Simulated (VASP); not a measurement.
# Mg2Ge (Fm-3m) in VASP: single point with PBE

Aim: the single point of Mg2Ge with PBE.

Everything below comes from runs of VASP 6.6.1. Logs are shortened: lines on timing, memory, paths and dates and some standing lists are left out, and cuts for length are marked.

### 1 Starting point

Symmetry: Fm-3m, No. 225, cubic system. The conventional cell has a = 6.378 Å, b = 6.378 Å, c = 6.378 Å, α = 90.00°, β = 90.00°, γ = 90.00°. Around Mg (site symmetry -43m) lie 4 Ge at 2.76 Å. Around Ge (site symmetry m-3m) lie 8 Mg at 2.76 Å.

### 2 Single point, PBE

Contents of INCAR:

```
SYSTEM = Mg2Ge
ALGO = Normal
EDIFF = 1E-6
ENCUT = 520
GGA = PE
ISIF = 2
ISMEAR = -1
LASPH = .True.
LCHARG = .False.
LREAL = .False.
LWAVE = .False.
NBANDS = 16
NELM = 100
PREC = Accurate
SIGMA = 0.03
```

Contents of KPOINTS:

```
k-points
0
Gamma
  10 10 10
  0 0 0
```

Contents of POSCAR:

```
Mg2Ge
1.0
    0.0000000000      3.1890000000      3.1890000000
    3.1890000000      0.0000000000      3.1890000000
    3.1890000000      3.1890000000      0.0000000000
Mg Ge
2 1
Direct
    0.2500000000      0.2500000000      0.2500000000
    0.7500000000      0.7500000000      0.7500000000
    0.0000000000      0.0000000000      0.0000000000
```

Potentials or basis: VASP PAW PBE potentials, release 64 (Mg, Ge_d).

Command:

```
cat potpaw_PBE.64/Mg/POTCAR potpaw_PBE.64/Ge_d/POTCAR > POTCAR
mpirun -np 1 vasp_std > vasp.out
```

OUTCAR:

```text
SYSTEM = Mg2Ge
   EDIFF = 1E-6
   ENCUT = 520
   GGA = PE
   ISIF = 2
   ISMEAR = -1
   LASPH = .True.
   LREAL = .False.
   NELM = 100
   PREC = Accurate

 ion  position               nearest neighbor table
   1  0.250  0.250  0.250-   3 2.76   3 2.76   3 2.76   3 2.76   2 3.19   2 3.19   2 3.19   2 3.19
                             2 3.19   2 3.19
   2  0.750  0.750  0.750-   3 2.76   3 2.76   3 2.76   3 2.76   1 3.19   1 3.19   1 3.19   1 3.19
                             1 3.19   1 3.19
   3  0.000  0.000  0.000-   2 2.76   2 2.76   2 2.76   1 2.76   2 2.76   1 2.76   1 2.76   1 2.76

  LATTYP: Found a face centered cubic cell.
 ALAT       =     6.3780000000

  Lattice vectors:

 A1 = (   0.0000000000,   3.1890000000,   3.1890000000)
 A2 = (   3.1890000000,   0.0000000000,   3.1890000000)
 A3 = (   3.1890000000,   3.1890000000,   0.0000000000)

Analysis of symmetry for initial positions (statically):
=====================================================================
 Subroutine PRICEL returns:
 Original cell was already a primitive cell.

 Routine SETGRP: Setting up the symmetry group for a
 face centered cubic supercell.

 Subroutine GETGRP returns: Found 48 space group operations
 (whereof 48 operations were pure point group operations)
 out of a pool of 48 trial point group operations.

The static configuration has the point symmetry O_h .

Analysis of symmetry for dynamics (positions and initial velocities):
=====================================================================
 Subroutine PRICEL returns:
 Original cell was already a primitive cell.

 Routine SETGRP: Setting up the symmetry group for a
 face centered cubic supercell.

 Subroutine GETGRP returns: Found 48 space group operations
 (whereof 48 operations were pure point group operations)
 out of a pool of 48 trial point group operations.

The dynamic configuration has the point symmetry O_h .

 Subroutine INISYM returns: Found 48 space group operations
 (whereof 48 operations are pure point group operations),
 and found     1 'primitive' translations

----------------------------------------------------------------------------------------

                                     Primitive cell

  volume of cell :      64.8625

  direct lattice vectors                    reciprocal lattice vectors
     0.000000000  3.189000000  3.189000000    -0.156788962  0.156788962  0.156788962
     3.189000000  0.000000000  3.189000000     0.156788962 -0.156788962  0.156788962
     3.189000000  3.189000000  0.000000000     0.156788962  0.156788962 -0.156788962

  length of vectors
     4.509927050  4.509927050  4.509927050     0.271566448  0.271566448  0.271566448

  position of ions in fractional coordinates (direct lattice)
     0.250000000  0.250000000  0.250000000
     0.750000000  0.750000000  0.750000000
     0.000000000  0.000000000  0.000000000

  ion indices of the primitive-cell ions
   primitive index   ion index
                 1           1
                 2           2
                 3           3

----------------------------------------------------------------------------------------

 KPOINTS: k-points

Automatic generation of k-mesh.
 Grid dimensions read from file:
 generate k-points for:   10   10   10

 Generating k-lattice:

  Cartesian coordinates                     Fractional coordinates (reciprocal lattice)
    -0.015678896  0.015678896  0.015678896     0.100000000  0.000000000  0.000000000
     0.015678896 -0.015678896  0.015678896     0.000000000  0.100000000  0.000000000
     0.015678896  0.015678896 -0.015678896     0.000000000  0.000000000  0.100000000

  Length of vectors
     0.027156645  0.027156645  0.027156645

  Shift w.r.t. Gamma in fractional coordinates (k-lattice)
     0.000000000  0.000000000  0.000000000

 Subroutine IBZKPT returns following result:
 ===========================================

 Found     47 irreducible k-points:

 Following reciprocal coordinates:
            Coordinates               Weight
  0.000000  0.000000  0.000000      1.000000
  0.100000  0.000000  0.000000      8.000000
  0.200000  0.000000  0.000000      8.000000
  0.300000  0.000000  0.000000      8.000000
  0.400000  0.000000  0.000000      8.000000
  0.500000  0.000000  0.000000      4.000000
[... 16 lines left out ...]
  0.300000  0.300000  0.000000      6.000000
  0.400000  0.300000  0.000000     24.000000
 [... further k-points ...]
   k-points           NKPTS =     47   k-points in BZ     NKDIM =     47   number of bands    NBANDS=     16
   number of dos      NEDOS =    301   number of ions     NIONS =      3
   total plane-waves  NPLWV =  46656
   dimension x,y,z NGX =    36 NGY =   36 NGZ =   36
   dimension x,y,z NGXF=    72 NGYF=   72 NGZF=   72
   ions per type =               2   1
   NGX,Y,Z   is equivalent  to a cutoff of  13.27, 13.27, 13.27 a.u.
   NGXF,Y,Z  is equivalent  to a cutoff of  26.54, 26.54, 26.54 a.u.
 SYSTEM =  Mg2Ge
   PREC   = accura    normal or accurate (medium, high low for compatibility)
   ISTART =      0    job   : 0-new  1-cont  2-samecut
   ICHARG =      2    charge: 1-file 2-atom 10-const
   ISPIN  =      1    spin polarized calculation?
   LNONCOLLINEAR =      F non collinear calculations
   LSORBIT =      F    spin-orbit coupling
   LASPH  =      T    aspherical Exc in radial PAW
   ENCUT  =  520.0 eV  38.22 Ry    6.18 a.u.   8.39  8.39  8.39*2*pi/ulx,y,z
   NELM   =    100;   NELMIN=  2; NELMDL= -5     # of ELM steps
   EDIFF  = 0.1E-05   stopping-criterion for ELM
   LREAL  =      F    real-space projection
   EDIFFG = 0.1E-04   stopping-criterion for IOM
   NSW    =      0    number of steps for IOM
   IBRION =     -1    ionic relax: 0-MD 1-quasi-New 2-CG
   NFREE  =      0    steps in history (QN), initial steepest desc. (CG)
   ISIF   =      2    stress and relaxation
   ISYM   =      2    0-nonsym 1-usesym 2-fastsym
   POTIM  = 0.5000    time-step for ionic-motion
   TEBEG  =    0.0;   TEEND  =   0.0 temperature during run
   PSTRESS=    0.0 pullay stress
   NELECT =      18.0000    total number of electrons
   NUPDOWN=      -1.0000    fix difference up-down
   EMIN   =  10.00;   EMAX   =-10.00  energy-range for DOS
   EFERMI =   0.00;   METHOD = LEGACY
   ISMEAR =    -1;   SIGMA  =   0.03  broadening in eV -4-tet -1-fermi 0-gaus
   EFERMI_NEDOS =   21; number of points for ismear=-14 and -15
   IALGO  =     38    algorithm
   IMIX   =      4    mixing-type and parameters
     AMIX     =   0.40;   BMIX     =  1.00
     AMIX_MAG =   1.60;   BMIX_MAG =  1.00
  volume/ion in A,a.u.               =      21.62       145.90
  Fermi-wavevector in a.u.,A,eV,Ry     =   1.067828  2.017902 15.514122  1.140256
  Thomas-Fermi vector in A             =   2.203456
   LORBIT       =      0    0 simple, 1 ext, 2 COOP (PROOUT), +10 PAW based schemes
   GGA     = PE    functional components
   LHFCALC =     F    Hartree Fock is set to
   AEXX    =    0.0000 exact exchange contribution
   IVDW    =     0    specifies the selected vdW correction
   LEPSILON=     F    determine dielectric tensor
   LRPA    =     F    only Hartree local field effects (RPA)
 non-spin polarized calculation
  energy-cutoff  :      520.00
  volume of cell :       64.86
 maximum number of plane-waves:      1807
 NGX is ok and might be reduce to    36
   NGX = 17   NGY = 17   NGZ = 17

 number of electron      18.0000009 magnetization

 Free energy of the ion-electron system (eV)
  ---------------------------------------------------
  ext. energy  EPLUGINS =         0.00000000
  ---------------------------------------------------
  free energy    TOTEN  =        -8.35847951 eV

  energy without entropy =       -8.35832963  energy(sigma->0) =       -8.35840457

 E-fermi :   3.6215     XC(G=0):  -9.0926

 val. band max:        3.5406998831   @ k =   0.0000   0.0000   0.0000
 cond. band min:       3.6859378717   @ k =   0.5000   0.5000   0.0000
 fundamental gap:      0.1452379886
 Fermi energy:         3.6215225733

 k-point     1 :       0.0000    0.0000    0.0000
  band No.  band energies     occupation
      1     -20.1534      2.00000
      2     -20.1534      2.00000
      3     -20.1534      2.00000
      4     -20.1352      2.00000
      5     -20.1352      2.00000
      6      -6.2168      2.00000
[... 8 lines left out ...]
     15       9.6532      0.00000
     16       9.7081      0.00000

 k-point     2 :       0.1000    0.0000    0.0000
  band No.  band energies     occupation
      1     -20.1533      2.00000
      2     -20.1533      2.00000
      3     -20.1533      2.00000
      4     -20.1352      2.00000
      5     -20.1352      2.00000
      6      -6.1333      2.00000
[... 8 lines left out ...]
     15       9.0207      0.00000
     16      10.0830      0.00000

 k-point     3 :       0.2000    0.0000    0.0000
  band No.  band energies     occupation
      1     -20.1533      2.00000
      2     -20.1530      2.00000
      3     -20.1530      2.00000
      4     -20.1351      2.00000
      5     -20.1351      2.00000
      6      -5.8928      2.00000
[... 8 lines left out ...]
     15       8.6414      0.00000
     16       9.6554      0.00000

 k-point     4 :       0.3000    0.0000    0.0000
  band No.  band energies     occupation
      1     -20.1532      2.00000
      2     -20.1526      2.00000
      3     -20.1526      2.00000
      4     -20.1351      2.00000
      5     -20.1351      2.00000
      6      -5.5341      2.00000
[... 8 lines left out ...]
     15       9.2280      0.00000
     16       9.5976      0.00000
[... 324 lines left out ...]
 k-point    22 :      -0.2000    0.2000    0.0000
  band No.  band energies     occupation
      1     -20.1531      2.00000
      2     -20.1526      2.00000
      3     -20.1525      2.00000
      4     -20.1352      2.00000
      5     -20.1349      2.00000
      6      -5.4118      2.00000
[... 8 lines left out ...]
     15      11.5151      0.00000
     16      11.5152      0.00000

 k-point    23 :       0.3000    0.3000    0.0000
  band No.  band energies     occupation
      1     -20.1541      2.00000
      2     -20.1519      2.00000
      3     -20.1519      2.00000
      4     -20.1357      2.00000
      5     -20.1345      2.00000
      6      -5.2982      2.00000
[... 8 lines left out ...]
     15      10.8795      0.00000
     16      12.8484      0.00000

 k-point    24 :       0.4000    0.3000    0.0000
  band No.  band energies     occupation
      1     -20.1541      2.00000
      2     -20.1516      2.00000
      3     -20.1516      2.00000
      4     -20.1357      2.00000
      5     -20.1344      2.00000
      6      -4.9997      2.00000
[... 8 lines left out ...]
     15      11.6872      0.00000
     16      12.8727      0.00000

 [... further k-points ...]

------------------------ aborting loop because EDIFF is reached ----------------------------------------

  FORCE on cell =-STRESS in cart. coord.  units (eV):
  Direction    XX          YY          ZZ          XY          YZ          ZX
  --------------------------------------------------------------------------------------
  -------------------------------------------------------------------------------------
  Total        0.3671939      0.3671939      0.3671939     -0.0000000     -0.0000000      0.0000000
  in kB        9.0701089      9.0701089      9.0701089     -0.0000000     -0.0000000      0.0000000
  external PRESSURE =       9.0701089 kB  Pullay stress =       0.0000000 kB

 VOLUME and BASIS-vectors are now :
 -----------------------------------------------------------------------------
  energy-cutoff  :      520.00
  volume of cell :       64.86
      direct lattice vectors                 reciprocal lattice vectors
     0.000000000  3.189000000  3.189000000    -0.156788962  0.156788962  0.156788962
     3.189000000  0.000000000  3.189000000     0.156788962 -0.156788962  0.156788962
     3.189000000  3.189000000  0.000000000     0.156788962  0.156788962 -0.156788962

 POSITION                                       TOTAL-FORCE (eV/Angst)
 -----------------------------------------------------------------------------------
      1.59450      1.59450      1.59450         0.000000      0.000000      0.000000
      4.78350      4.78350      4.78350        -0.000000     -0.000000      0.000000
      0.00000      0.00000      0.00000        -0.000000      0.000000     -0.000000
 -----------------------------------------------------------------------------------
    total drift:                               -0.000000      0.000000      0.000000

  FREE ENERGIE OF THE ION-ELECTRON SYSTEM (eV)
  ---------------------------------------------------
  free  energy   TOTEN  =        -8.3584795106 eV

  energy  without entropy=       -8.3583296327  energy(sigma->0) =       -8.35840457
```

Wall time 26 s (1 thread of Intel Xeon Platinum 8559C (Emerald Rapids), shared host); peak memory 0.22 GiB.

Results:

* Free energy: -8.3585 eV
* Pressure: 0.9 GPa
* Band gap on the k mesh: 0.15 eV, indirect (least direct gap 1.06 eV)

Levels at points of the mesh, in eV from the valence-band top:
```
           k point  band 6  band 7  band 8  band 9  band 10  band 11  band 12  band 13
(0.00, 0.00, 0.00)   -9.76    0.00    0.00    0.00     1.06     2.83     2.83     2.83
(0.50, 0.00, 0.00)   -8.52   -4.86   -0.74   -0.74     1.02     2.76     2.76     4.85
(0.50, 0.50, 0.00)   -8.06   -4.53   -2.01   -2.01     0.15     0.56     7.91     7.91
```
